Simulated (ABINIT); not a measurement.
MoP:

```xyz
2
Lattice="3.2230 0.0000 0.0000 -1.6115 2.7912 0.0000 0.0000 0.0000 3.1910" Properties=species:S:1:pos:R:3 pbc="T T T"
Mo    0.0000    0.0000    0.0000
P     0.0000    1.8608    1.5955
```

Program: ABINIT 10.8.3 (patched build). Alike in all runs: no spin polarisation; cell as given; smearing fermi-dirac 0.05 eV.

Task: Order these runs on this cell by their pressure, lowest first.
A. level BP86; potentials or basis JTH PAW PBE v2.0; k mesh 10 × 10 × 8; cutoff (eV) 544; fine-grid cutoff 1088.46 eV
B. level LDA; potentials or basis PseudoDojo NC SR LDA v0.4.1 standard; k mesh 10 × 10 × 8; cutoff (eV) 1088
C. level PBEsol; potentials or basis JTH PAW PBE v2.0; k mesh 8 × 8 × 6; cutoff (eV) 544; fine-grid cutoff 1088.46 eV

Result: B (-7.4 GPa), C (-3.1 GPa), A (5.1 GPa).

Caveats: the PAW data sets were made with another functional, which shifts forces and pressure a little (some runs).

Runs at the PBE level aren't shown here.
